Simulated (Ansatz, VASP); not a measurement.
## One calculation of Ag, two programs

Contents of INCAR:

```
PREC = Accurate
ENCUT = 520
EDIFF = 1E-7
ISMEAR = -1
SIGMA = 0.01
LREAL = False
LASPH = True
NELM = 150
ALGO = Normal
ISIF = 2
LWAVE = False
LCHARG = False
ISPIN = 2
MAGMOM = -0.07
LORBIT = 11
LMAXMIX = 4
GGA = PE
IVDW = 13
NBANDS = 16
```

File KPOINTS:

```
Automatic mesh
0
Gamma
  11 11 11
```

File POSCAR:

```
Ag
1.0
    2.8888847545      0.0000000000      0.0000000000
    1.4444423773      2.5018475860      0.0000000000
    1.4444423773      0.8339491953      2.3587645247
Ag
1
Direct
    0.0000000000      0.0000000000      0.0000000000
```

input.yaml

```yaml
crystal:
  lattice: { a: 2.8888847545, b: 2.8888847545, c: 2.8888847545, alpha: 60.0, beta: 60.0, gamma: 60.0 }
  atoms:
    - { symbol: Ag, position: [0.0, 0.0, 0.0], spin: -0.07 }
kpoints:
  mp_grid: { grid: [11, 11, 11] }
scf:
  occupations: { method: fermi_dirac, width: 0.01 }
hamiltonian:
  xc: pbe
  dispersion: d4
  pseudopotentials: { kind: all_electron, datasets: crystal }
magnetization:
  spin_polarized: true
output:
  forces: true
  stress: true
  eigenvalues: true
  elf: true
  volumetric_format: npy
```

Alike in both runs: functional PBE; dispersion D4; k mesh 11 × 11 × 11; occupations fermi-dirac, width 0.01 eV; collinear spin.

```csv
,VASP,Ansatz
version,VASP 6.6.1,Ansatz 0.2.0
potentials or method,"VASP PAW PBE potentials, release 64 (Ag)",all-electron PAW datasets made for the crystal
plane-wave cutoff (eV),520,see its input
task,single point,electron localisation function
```

VASP gave:

* gap on the k mesh at the Fermi level (eV): none
* pressure (GPa): -0.9
* net moment per atom (μB): 0.00
* dispersion energy (meV/atom): -567.9

Problem. What did Ansatz give for the same quantities?

Solution. gap on the k mesh at the Fermi level (eV): none; pressure (GPa): -0.7; net moment per atom (μB): 0.00; dispersion energy (meV/atom): -568.1.

A gap of «none» marks a metal or a gap that the smearing closes. Ansatz ran all-electron here, so the differences hold the error of VASP's frozen core and of both bases.

Caveats: pairwise dispersion overbinds metals, which lowers pressure and volume; the starting moments weren't kept (Ansatz).
